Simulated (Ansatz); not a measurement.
Zincblende NaI, relaxed with r2SCAN, was run in the plane-wave code Ansatz under altered settings. All numbers are computed, without spin polarisation but where a row says otherwise.

```yaml
crystal:
  lattice:
    - [0.00000, 3.54319, 3.54319]
    - [3.54319, 0.00000, 3.54319]
    - [3.54319, 3.54319, 0.00000]
  atoms:
    - { symbol: Na, position: [0.00000, 0.00000, 0.00000] }
    - { symbol: I, position: [0.25000, 0.25000, 0.25000] }
```

The base run's other keys:
```yaml
kpoints:
  mp_grid: { grid: [4, 4, 4] }
hamiltonian:
  xc: pbesol
scf:
  occupations: { method: fixed }
  n_extra_bands: 4
```

It takes 6 iterations with 1807 plane waves at 420 eV and 8 k points, and leaves a mean stress of -0.11 GPa. The gap over this mesh is 3.730 eV.

Outcomes, with energy and stress as changes against the base:
```csv
setting,outcome,ΔF (meV/atom),Δ mean stress (GPa),gap on the mesh (eV),iterations
scf.occupations: fermi_dirac 0.001,converged,0.0,0.00,3.730,6
scf.occupations: gaussian 0.2,converged,0.0,0.00,3.730,6
accuracy: low,converged,0.0,0.00,3.730,6
scf.occupations: fermi_dirac 0.5,converged,-6.3,+0.05,3.727,6
hamiltonian.dispersion: rvv10,refused,–,–,–,–
scf.occupations: methfessel_paxton 1.5,converged,+13.5,-0.10,3.736,5
scf.convergence.dr2_threshold: 0.01,"converged, warned",0.0,0.0,3.730,6
basis.ecutwfc: -100,refused,–,–,–,–
hamiltonian.pseudopotentials: ultrasoft,refused,–,–,–,–
basis.ecutwfc: 750,converged,-0.8,0.00,3.730,6
scf.convergence.dr2_threshold: 1.0,"converged, warned",0.0,0.0,3.730,6
"kpoints.mp_grid.grid: [1, 1, 1]",converged,+1519,+8.55,3.312,7
hamiltonian.xc: mr2scan (cutoff then 500 eV),converged,–,+0.13,4.419,6
```
A dash marks a value that wasn't obtained or can't be compared. Stress is positive in compression.

- scf.occupations: fermi_dirac 0.5. The free energy moves by -6.3 meV an atom, the mean stress by +0.05 GPa and the gap on the mesh by -0.003 eV (to 3.727). The term −TS is -39 meV an atom. A width of 0.5 eV moves electrons across a gap of 3.73 eV: this is no longer the ground state.
- hamiltonian.dispersion: rvv10. The input is refused before any iteration. Error: inconsistent input (hamiltonian.dispersion, hamiltonian.xc): `dispersion: rvv10` has no transferable b for PBE exchange — Sabatini et al. (2013) fitted b=6.3 to rPW86, and the PBE refits of Peng & Perdew (2017) are task-dependent (b=6.6 S22 / b=10.0 layered). Use `xc: {exchange: rpw86, correlation […]
- scf.occupations: methfessel_paxton 1.5. The free energy moves by +13.5 meV an atom, the mean stress by -0.10 GPa and the gap on the mesh by +0.007 eV (to 3.736). The term −TS is +92 meV an atom, of a sign that arises since this scheme's broadening is partly negative. A width of 1.5 eV moves electrons across a gap of 3.73 eV: this is no longer the ground state.
- scf.convergence.dr2_threshold: 0.01. It converges in 6 iterations, as the base does. Even so loose a threshold leaves the results unchanged here, which can't be counted on. Warned: force scf threshold loose, stress scf threshold loose.
- basis.ecutwfc: -100. The input is refused before any iteration. Error: invalid value for `basis.ecutwfc`: must be finite and > 0; got -100 eV
- hamiltonian.pseudopotentials: ultrasoft. The program doesn't start. Error: YAML parse error: line 13 column 29: unknown variant `uspp`, expected one of nc, nc_fr, paw, paw_fr, all_electron
- scf.convergence.dr2_threshold: 1.0. It converges in 6 iterations, as the base does. Even so loose a threshold leaves the results unchanged here, which can't be counted on. Warned: force scf threshold loose, stress scf threshold loose.
- kpoints.mp_grid.grid: [1, 1, 1]. The free energy moves by +1519 meV an atom, the mean stress by +8.55 GPa and the gap on the mesh by -0.417 eV (to 3.312). The mesh is too coarse.
- hamiltonian.xc: mr2scan. The cutoff follows the functional, from 420 to 500 eV. The mean stress moves by +0.13 GPa and the gap on the mesh by +0.689 eV (to 4.419). It's another functional on the same cell, so totals aren't comparable.

Within 1 meV an atom, 0.1 GPa and 0.005 eV of the base stay: scf.occupations: fermi_dirac 0.001; scf.occupations: gaussian 0.2; accuracy: low; scf.convergence.dr2_threshold: 0.01; basis.ecutwfc: 750; scf.convergence.dr2_threshold: 1.0.

Spin-orbit coupling is left out, which matters wherever the heavy atoms make up the band edges.
